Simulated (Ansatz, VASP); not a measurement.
**CaO (Lime) in VASP and in Ansatz**

```
Ca O
1.0
     0.00000    2.49800    2.49800
     2.49800    0.00000    2.49800
     2.49800    2.49800    0.00000
Ca O
1 1
Direct
  0.00000 0.00000 0.00000
  0.50000 0.50000 0.50000
```

Change from the starting cell: hydrostatic strain +4.2%.

Alike in both runs: task single point; functional PBE; k mesh 10 × 10 × 10; occupations fermi-dirac, width 0.02 eV; no spin polarisation.

|  | VASP | Ansatz |
| --- | --- | --- |
| version | VASP 6.6.1 | Ansatz 0.2.0 |
| potentials or method | VASP PAW PBE potentials, release 64 (Ca_sv, O) | plane waves, PAW |
| plane-wave cutoff (eV) | 520 | 420 |
| valence electrons in the cell | 16 | 16 |

```csv
,VASP,Ansatz,Ansatz less VASP
gap on the k mesh at the Fermi level (eV),3.64,3.65,+0.014
pressure (GPa),-8.2,-8.5,-0.35
```

With one functional, cell and mesh, what is left measures potentials, basis and numerics.

A k mesh can miss the band edges.
